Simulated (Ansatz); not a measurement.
# NbSi2P4 monolayer in a perpendicular field

What dipole does a perpendicular field induce in the NbSi2P4 monolayer? A positive field points along +c.

Method: plane-wave DFT, PBE-D3(BJ), Ansatz PAW, in Ansatz 0.2.0.

## 1. Starting point

The cell holds 7 atoms: 4 P, 2 Si and 1 Nb. Its edges and angles: a = 3.480 Å, b = 3.480 Å, c = 48.171 Å, α = 90.0°, β = 90.0°, γ = 120.0°. Vacuum lies along c.

## 2. Relaxation

The starting cell is a guess, so the in-plane lattice and the atoms are relaxed first, with the slab cut off from its images along the normal.

Contents of input.yaml:

```yaml
crystal:
  lattice:
    - [3.48, 0.0, 0.0]
    - [-1.74, 3.0137684052, 0.0]
    - [0.0, 0.0, 48.1708199571]
  atoms:
    - { symbol: P, position: [0.0, 0.0, 0.4110372217] }
    - { symbol: Si, position: [0.3333333333, 0.6666666667, 0.4244153983] }
    - { symbol: P, position: [0.3333333333, 0.6666666667, 0.4682178497] }
    - { symbol: Nb, position: [0.0, 0.0, 0.5], spin: 1.0 }
    - { symbol: P, position: [0.3333333333, 0.6666666667, 0.5317821503] }
    - { symbol: Si, position: [0.3333333333, 0.6666666667, 0.5755846017] }
    - { symbol: P, position: [0.0, 0.0, 0.5889627783] }
  periodic: [true, true, false]
magnetization:
  spin_polarized: true
kpoints:
  mp_grid: { grid: [12, 12, 1] }
hamiltonian:
  xc: pbe
  dispersion: d3bj
scf:
  occupations: { method: fermi_dirac, width: 0.05 }
  convergence: { dr2_threshold: 1.0e-09 }
relax:
  f_tol: 0.004
  max_steps: 90
  cell: {}
output:
  write_potential: true
  write_density: true
  volumetric_format: npy
```

On the command line:

```sh
ansatz run input.yaml --threads 4 --pin off --max-ram 6144MiB --backend cpu --events-out ev --progress --plain --runs-dir out
```

Numbers of over 12 decimals in the logs are rounded to 6 here.

Log:

```text
Warning: relax.cell: scf.convergence.dr2_threshold = 1e-9 eV is looser than the 2.02971883163e-10 eV advised for a relaxation that steers and ends on the stress (1e-10 eV for each atom of the cell: 7, times the square of relax.cell.stress_2d_tol = 0.05 N/m over 18.6 Å (the atoms' height at the walk's start and 5 Å past either face), 2.692e-2 GPa, over a crystal's default 0.05). What an SCF threshold leaves in a stress goes as its square root, and in the free energy as the threshold itself, and one threshold admits the most on a small cell: [figures from the program's tests cut] Set scf.convergence.dr2_threshold to 2.02971883163e-10 eV or tighter. [rest of the remark cut]
Engine: ansatz 0.2.0, x86_64-unknown-linux-gnu
Pseudopotentials: kind: paw
Pseudopotential: P, paw, valence charge 5, recommended cutoff 420 eV (normal), P.paw.azcp
Pseudopotential: Si, paw, valence charge 4, recommended cutoff 420 eV (normal), Si.paw.azcp
Pseudopotential: Nb, paw, valence charge 13, recommended cutoff 420 eV (normal), Nb.paw.azcp
Functional definition: PBE
  parameter kappa = 0.804
  parameter beta = 0.066725
  exchange = pbe_x(kappa = kappa, mu = beta*pi^2/3)
  correlation = pbe_c(beta = beta)
Crystal: 7 atoms, lattice volume = 505.211 Å³
Basis set: ecut = 420 eV, 9839 PW (Γ), exchange–correlation on 48×48×648 points (8 copies of the dense FFT grid, shifted against one another)
Bands: 28, of which v1, the nominal top of the filled ones, is band 21 counted from 1 (20 counted from 0)
Symmetry: 12 space group operations
Space group: P-6m2 (ITA 187), of the structure as read, at distance tolerance 8.0e-5 Å
Magnetic group: BNS 187.209 (UNI 1439), of the structure as read, at distance tolerance 8.0e-5 Å
k-points: 19 of 144 (time reversal used)
Non-local potential: P, projectors of the file, l = 0: 2, l = 1: 2, l = 2: 2
Non-local potential: Si, projectors of the file, l = 0: 2, l = 1: 2, l = 2: 2
Non-local potential: Nb, projectors of the file, l = 0: 3, l = 1: 2, l = 2: 2, l = 3: 1
PAW form: soft (Blöchl's): semilocal exchange-correlation on the pseudo side does not see the compensation charge
PAW one-centre angular grid: P, 110 points (default); XC on 64 Gauss nodes
PAW one-centre angular grid: Si, 110 points (default); XC on 64 Gauss nodes
PAW one-centre angular grid: Nb, 590 points (default); XC on 64 Gauss nodes
Initial density: superposition of atomic densities (neutral atoms: chi_scale 0, normalization atom)
Starting moments: Σ|m| = 1 μB on 1 of 7 sites
Initial wavefunctions: pseudopotential atomic-orbital guess
Functional: x = pbe(κ = 0.804, μ = 0.219515), c = pbe(β = 0.066725)
SCF iter   1: F=—  HF=-8851.277853 eV  |F-HF|=—  |Δ(HF+E_count)|=         —  Δρ=1.72e-2 (↑1.72e-2 ↓1.53e-2)  dr2=7.38e0  dr2_m=3.48e-2  M=0.652 μB ∫|m|=0.748 μB  β_m=0.30  ethr=3.10e-3  ⟨swp⟩=17.3  Hψ=10262  notcnv=0
Mixer restart at iter 1: flushing history
preconditioner: auto → LDOS  [metal: Δε(μ)=0.052 eV  Ē_g=8.610 eV  σ=0.050 eV  W_gap=0.26  n_scr=26 (ndim 8)  ℏωp=9.5 eV  f_vac=0.727  D(μ)=2.16/eV (n_scr^D=12)]
spin=Collinear: LDOS preconditioning applied to the charge; magnetization (m = ρ↑ − ρ↓) channel mixes plain (no charge-response kernel on spin).
SCF iter   2: F=—  HF=-8850.098690 eV  |F-HF|=—  |Δ(HF+E_count)|=    1.18e0  Δρ=1.08e-2 (↑1.08e-2 ↓9.67e-3)  dr2=2.33e0  dr2_m=1.81e-2  M=0.620 μB ∫|m|=0.710 μB  β_m=0.49  ethr=3.10e-3  ⟨swp⟩=4.5  Hψ=2817  notcnv=0  defer=66
SCF iter   3: F=—  HF=-8849.709688 eV  |F-HF|=—  |Δ(HF+E_count)|=   3.89e-1  Δρ=2.71e-3 (↑2.71e-3 ↓2.57e-3)  dr2=7.11e-2  dr2_m=4.11e-3  M=0.516 μB ∫|m|=0.593 μB  β_m=0.61  ethr=3.10e-3  ⟨swp⟩=4.1  Hψ=2529  notcnv=0  defer=66
SCF iter   4: F=—  HF=-8849.752040 eV  |F-HF|=—  |Δ(HF+E_count)|=         —  Δρ=1.68e-3 (↑1.68e-3 ↓1.46e-3)  dr2=6.30e-3  dr2_m=1.04e-2  M=0.292 μB ∫|m|=0.347 μB  β_m=0.61  ethr=1.73e-4  ⟨swp⟩=4.1  Hψ=2716  notcnv=0  defer=62
SCF iter   5: F=—  HF=-8849.754902 eV  |F-HF|=—  |Δ(HF+E_count)|=   2.86e-3  Δρ=9.63e-4 (↑9.63e-4 ↓9.33e-4)  dr2=7.34e-4  dr2_m=4.04e-3  M=0.229 μB ∫|m|=0.269 μB  β_m=0.81  ethr=1.54e-5  ⟨swp⟩=3.3  Hψ=2516  notcnv=0  defer=62
SCF iter   6: F=—  HF=-8849.758238 eV  |F-HF|=—  |Δ(HF+E_count)|=   3.34e-3  Δρ=5.29e-4 (↑5.21e-4 ↓5.29e-4)  dr2=2.58e-3  dr2_m=1.15e-3  M=0.150 μB ∫|m|=0.171 μB  β_m=0.80  ethr=1.79e-6  ⟨swp⟩=3.9  Hψ=2778  notcnv=0  defer=62
SCF iter   7: F=—  HF=-8849.759032 eV  |F-HF|=—  |Δ(HF+E_count)|=   7.94e-4  Δρ=2.30e-4 (↑2.02e-4 ↓2.30e-4)  dr2=2.54e-5  dr2_m=2.10e-4  M=0.079 μB ∫|m|=0.087 μB  β_m=0.90  ethr=1.79e-6  ⟨swp⟩=3.2  Hψ=2348  notcnv=0  defer=62
SCF iter   8: F=—  HF=-8849.759542 eV  |F-HF|=—  |Δ(HF+E_count)|=   5.10e-4  Δρ=4.53e-5 (↑4.53e-5 ↓3.62e-5)  dr2=1.05e-5  dr2_m=5.97e-6  M=0.014 μB ∫|m|=0.015 μB  β_m=0.92  ethr=6.20e-8  ⟨swp⟩=5.2  Hψ=3572  notcnv=0  defer=62
SCF iter   9: F=—  HF=-8849.759489 eV  |F-HF|=—  |Δ(HF+E_count)|=   5.29e-5  Δρ=1.32e-5 (↑1.32e-5 ↓1.18e-5)  dr2=6.08e-7  dr2_m=5.45e-7  M=0.003 μB ∫|m|=0.003 μB  β_m=0.96  ethr=2.56e-8  ⟨swp⟩=2.9  Hψ=2185  notcnv=0  defer=62
SCF iter  10: F=—  HF=-8849.759491 eV  |F-HF|=—  |Δ(HF+E_count)|=   2.58e-6  Δρ=3.47e-6 (↑2.88e-6 ↓3.47e-6)  dr2=3.34e-8  dr2_m=4.06e-8  M=0.001 μB ∫|m|=0.001 μB  β_m=0.98  ethr=1.48e-9  ⟨swp⟩=3.6  Hψ=2558  notcnv=0  defer=62
SCF iter  11: F=—  HF=-8849.759492 eV  |F-HF|=—  |Δ(HF+E_count)|=   2.52e-7  Δρ=8.24e-7 (↑8.24e-7 ↓6.98e-7)  dr2=3.70e-9  dr2_m=1.91e-9  M=0.000 μB ∫|m|=0.000 μB  β_m=0.98  ethr=8.15e-11  ⟨swp⟩=3.6  Hψ=2670  notcnv=0  defer=62
SCF iter  12: F=—  HF=-8849.759492 eV  |F-HF|=—  |Δ(HF+E_count)|=   2.06e-8  Δρ=1.78e-7 (↑1.66e-7 ↓1.78e-7)  dr2=6.41e-10  dr2_m=7.98e-11  M=0.000 μB ∫|m|=0.000 μB  β_m=0.95  ethr=9.02e-12  ⟨swp⟩=3.2  Hψ=2401  notcnv=0  defer=62
SCF iter  13: F=-8849.759492 eV  HF=-8849.759492 eV  |F-HF|=1.33e-9  |Δ(HF+E_count)|=   1.39e-9  Δρ=6.12e-8 (↑5.10e-8 ↓6.12e-8)  dr2=7.66e-11  dr2_m=6.54e-12  M=0.000 μB ∫|m|=0.000 μB  ethr=1.56e-12  ⟨swp⟩=8.4  Hψ=8527  notcnv=0
WARN: the starting moments were not kept: the SCF closed with an absolute magnetisation of 1.5e-5 μB, where they sum to 1 μB in size (1 site). That is at most 0.1 of that sum. Measured as dr2_m measures the in/out step, that magnetisation stands 2.7e-11 eV from none, at or under the dr2_threshold of 1.0e-9 eV: it is no larger than a step whose dr2_m would equal this threshold. The system may hold no moment; this SCF  [...]
SCF 1 converged in 13 iterations: F = -8849.759492 eV  dr2 = 7.66e-11
[...]
relax step   5: F+E_penalty+E_count = -8851.46734962 eV  Δ(F+E_penalty+E_count) = -1.343e-3 eV  max|allowed force component| = 3.840e-2 eV/Å  Δτ_max = 0.0074 Å  P = +0.010 N/m  Ω = 505.460 Å³  energy of the carried Pulay correction = -9.451e-6 eV  fix = [c, alpha, beta]  reactions: c +0.000 N/m  (9 SCF iters, accepted)
[...]
relax step   6: F+E_penalty+E_count = -8851.46742290 eV  Δ(F+E_penalty+E_count) = -7.328e-5 eV  max|allowed force component| = 6.299e-4 eV/Å  Δτ_max = 0.0023 Å  P = -0.008 N/m  Ω = 505.831 Å³  energy of the carried Pulay correction = -2.358e-5 eV  fix = [c, alpha, beta]  reactions: c -0.000 N/m  (8 SCF iters, accepted)
Initial wavefunctions: pseudopotential atomic-orbital guess (no wavefunctions were taken with the density)
iter 1 solved again at ethr=1.43e-7 eV; its pass at ethr=3.10e-3 eV (dr2=5.88e-5 eV) is discarded
SCF iter   1: F=—  HF=-8851.467305 eV  |F-HF|=—  |Δ(HF+E_count)|=         —  Δρ=8.87e-7 (↑8.85e-7 ↓8.87e-7)  dr2=1.62e-9  dr2_m=1.72e-11  M=-0.000 μB ∫|m|=0.000 μB  β_m=0.65  ethr=1.43e-7  ⟨swp⟩=6.9  Hψ=15452  notcnv=0
eigensolver tolerance schedule: the retry pair's looser diagonalisation over-reported the residual by 36284.87 of it (diagonalisation noise at an unbounded share of the residual, at the tolerance the schedule requests for it); recorded, not acted on — ethr = c·dr2/N_el stays at c = 1.0e-1
preconditioner: auto → LDOS  [metal: Δε(μ)=0.050 eV  Ē_g=7.990 eV  σ=0.050 eV  W_gap=0.24  n_scr=26 (ndim 8)  ℏωp=9.5 eV  f_vac=0.717  D(μ)=2.89/eV (n_scr^D=14)]
spin=Collinear: LDOS preconditioning applied to the charge; magnetization (m = ρ↑ − ρ↓) channel mixes plain (no charge-response kernel on spin).
SCF iter   2: F=—  HF=-8851.467440 eV  |F-HF|=—  |Δ(HF+E_count)|=   1.35e-4  Δρ=3.73e-7 (↑3.71e-7 ↓3.73e-7)  dr2=1.85e-9  dr2_m=1.06e-11  M=-0.000 μB ∫|m|=0.000 μB  β_m=0.30  ethr=3.95e-12  ⟨swp⟩=6.7  Hψ=4807  notcnv=0
SCF iter   3: F=—  HF=-8851.467439 eV  |F-HF|=—  |Δ(HF+E_count)|=   1.53e-6  Δρ=4.06e-7 (↑4.05e-7 ↓4.06e-7)  dr2=4.81e-10  dr2_m=1.09e-11  M=-0.000 μB ∫|m|=0.000 μB  β_m=0.65  ethr=3.95e-12  ⟨swp⟩=2.1  Hψ=1343  notcnv=0
SCF iter   4: F=-8851.467444 eV  HF=-8851.467443 eV  |F-HF|=1.34e-6  |Δ(HF+E_count)|=   4.09e-6  Δρ=1.46e-7 (↑1.44e-7 ↓1.46e-7)  dr2=8.79e-11  dr2_m=2.90e-12  M=-0.000 μB ∫|m|=0.000 μB  ethr=1.17e-12  ⟨swp⟩=13.9  Hψ=9465  notcnv=0
the starting moments were not kept: the SCF closed with an absolute magnetisation of 1.5e-5 μB, where they sum to 1 μB in size (1 site). That is at most 0.1 of that sum. Measured as dr2_m measures the in/out step, that magnetisation stands 3.3e-11 eV from none, at or under the dr2_threshold of 1.0e-9 eV: it is no larger than a step whose dr2_m would equal this threshold.
SCF 7 converged in 4 iterations: F = -8851.467444 eV  dr2 = 8.79e-11
relax step   7: F+E_penalty+E_count = -8851.46744429 eV  Δ(F+E_penalty+E_count) = -2.139e-5 eV  max|allowed force component| = 6.342e-4 eV/Å  Δτ_max = 0.0000 Å  P = -0.010 N/m  Ω = 505.831 Å³  fix = [c, alpha, beta]  reactions: c -0.000 N/m  stress off target by 9.51e-3 N/m on what of the cell is left free  SCF on the basis re-selected at this cell (its energy is not comparable with the rows above)  (4 SCF iters)
basis re-selected at this cell: Δ(F+E_penalty+E_count) = -2.139e-5 eV, ΔP = -0.002 N/m vs the last step (what re-selecting the basis moved, of the pressure what is left beyond the Pulay correction that the steps carried, after the strain that the cell walked since its last selection, with what the two solves' SCF thresholds leave and, on support functions, any second-order correction that the steps lacked; it is no m [...]
WARN: The input density's exchange-correlation potential varies sharply where the density is thin. Do not read a vacuum level from v_tot or v_xc, or from such a field of the output density. On a cell that repeats whose density bears no net charge and no dipole along the vacuum's axis use v_es (v_loc + v_h of the components); under efield.dipole_correction with no amplitude use v_es + v_field, which holds any external [...]
SCF converged after 4 iterations
Magnetization: -0.0000 μB (20.5000 up, 20.5000 down)
Absolute magnetization: 0.0000 μB (∫|ρ↑−ρ↓|, with the PAW one-centre terms)
Spin contamination: 0.0000 ħ² per cell (⟨S²⟩ above its minimum at these occupations)
Per-site moments (μB) at R_I (Å): [(-1.1203793633812934e-7, 0.928924), (-2.143960201509122e-7, 0.922296), (5.841713162260801e-8, 0.922296), (-7.275105801440181e-6, 1.032535), (5.8417131546079744e-8, 0.922296), (-2.1439602010832813e-7, 0.922296), (-1.1203793628002337e-7, 0.928924)]
Free energy (F): -8851.467444 eV
Harris-Foulkes:  -8851.467443 eV  (|F-HF|=1.34e-6)
Internal energy: -8851.444175 eV  (E = F + TS)
E sigma→0 (E₀):  -8851.455809 eV
Entropy (-TS):   -0.023270 eV (-3.324 meV/atom)
Fermi energy:    -5.482200 eV
--- Per-component energies (eV) ---
  E_band       = -681.838270
  E_kinetic    = 761.154629
  E_local      = -126010.737595  (includes V_loc(G=0)·N_el)
  E_nonlocal   = 306.394978
  E_hartree    = 62477.866343
  E_xc         = -533.922278
  E_vxc        = -552.113598  (∫ρ·V_xc dr)
  E_paw        = -6376.245458  (= ΣΔE_a)
  E_vpaw       = -142.271068  (= ΣTr[D̂ρ^β])
  E_aug_tail   = 0.000033  (compensation charges beyond the density's cutoff)
  E_ewald      = 60526.545477
  E_disp       = -2.500303  (pairwise vdW)
  E_smearing   = -0.023270  (= −TS)
  E_closure    = -0.000000  (closes the sum)
  Σ components = -8851.467444   (vs F -8851.467444, Δ=0.00e0)
--- Forces (eV/Å), atoms counted from 1 ---
  atom   1  P      0.00000000    -0.00000000    -0.00003683
  atom   2  Si     0.00000000     0.00000000    -0.00063424
  atom   3  P      0.00000000    -0.00000000     0.00057339
  atom   4  Nb     0.00000000    -0.00000000    -0.00000000
  atom   5  P     -0.00000000    -0.00000000    -0.00057339
  atom   6  Si    -0.00000000     0.00000000     0.00063424
  atom   7  P     -0.00000000    -0.00000000     0.00003683
  max |Σ_I F_I| component: 1.47e-15 eV/Å
--- 2D stress c σ (N/m, compression-positive) ---
       -0.009509       0.000000       0.000000
        0.000000      -0.009509       0.000000
        0.000000       0.000000       0.000000
  P = ½ c Tr σ = -0.0095 N/m
--- Band table (eV; the first three rows and the last of 38) ---
  k-point 0 ↑: bands = [... 17 lower, -6.3112, -5.8635, -5.8635, -5.1869, -2.5550, -2.5550, -2.3882, -2.3882, ... 3 higher]
  k-point 1 ↑: bands = [... 17 lower, -6.4872, -6.0021, -5.9327, -5.1720, -2.7406, -2.6526, -2.3389, -2.2865, ... 3 higher]
  k-point 2 ↑: bands = [... 17 lower, -6.7347, -6.3309, -6.1954, -5.3087, -3.1207, -3.0407, -2.2943, -2.0597, ... 3 higher]
  k-point 18 ↓: bands = [... 17 lower, -7.9582, -6.7825, -6.0471, -4.7343, -3.5370, -3.4899, -3.4390, -2.5097, ... 3 higher]
  the weakly bound empty levels are not read free of the cell's end (no_gap_told)
--- Relaxed structure (6 steps of the walk, 6 accepted, 1 SCFs on fresh bases) ---
  F+E_penalty+E_count = -8851.46744429 eV   max|allowed force component| = 6.342e-4 eV/Å   (the final SCF, on the basis selected at the relaxed cell)
  cell:  # Å, volume = 505.8307 Å³
    - [3.482132, 0.0, 0.0]
    - [-1.741066, 3.015615, 0.0]
    - [0.0, 0.0, 48.1708199571]
  atoms:
    - { symbol: P, position: [1.0573552618555002e-17, -5.135725556199062e-17, 0.401564] }
    - { symbol: Si, position: [0.333333, 0.666667, 0.422627] }
    - { symbol: P, position: [0.333333, 0.666667, 0.469042] }
    - { symbol: Nb, position: [1.057355261855499e-17, -5.135725556199062e-17, 0.5] }
    - { symbol: P, position: [0.333333, 0.666667, 0.530958] }
    - { symbol: Si, position: [0.333333, 0.666667, 0.577373] }
    - { symbol: P, position: [1.0573552618555002e-17, -5.135725556199062e-17, 0.598436] }
```

The job ended after 2 min (4 threads of Intel Xeon Platinum 8488C (Sapphire Rapids), shared host; peak memory 1.1 GiB; 7.5 min of CPU time).

Step by step:

```tsv
step	energy less that of the first step (eV)	largest force component (eV/Å)	volume (Å³)
1	0.0000	3.5141	505.21
2	-1.3760	1.5872	507.91
3	-1.6749	0.4990	506.04
4	-1.7065	0.1508	505.75
5	-1.7079	0.0384	505.46
6	-1.7079	0.0006	505.83
7*	-1.7080	0.0006	505.83
```

Relaxation steps marked * repeat the geometry before them on a plane-wave basis chosen anew for their cell, so energy and pressure can jump there.

Forces are held to the 12 operations that the run works with; a distortion that breaks them can't arise in this run.

```tsv
cell as run	before	after	change
a (Å)	3.480	3.482	+0.1 %
b (Å)	3.480	3.482	+0.1 %
```

The atoms that moved most (Å, along periodic axes as changes of fractional coordinates times the final cell, across vacuum about the mean position):

```tsv
atom	dx	dy	dz	length
P1	0.000	0.000	-0.456	0.456
P7	0.000	0.000	0.456	0.456
Si2	0.000	0.000	-0.086	0.086
Si6	0.000	0.000	0.086	0.086
P5	0.000	0.000	-0.040	0.040
P3	0.000	0.000	0.040	0.040
```

This step gave:

```
energy at zero smearing : -8851.4558 eV
```

The lattice constant a goes from 3.480 to 3.482 Å.

(Continued in part 2 of 3.)

[Logs are printed without paths, hosts, clocks, repeated set-up lines and the standing remarks that a program may print on its own settings, such as how far it seeks lower states.]

[Hosts, paths, dates, database ids (printed as entryN), source tags and the programs' standing remarks are cut or masked in the printed files.]

[Maps of the electrostatic potential energy from Ansatz leave out the sawtooth potential of an applied field or a dipole correction, so their vacuum need not be flat; planar profiles and work functions include it.]
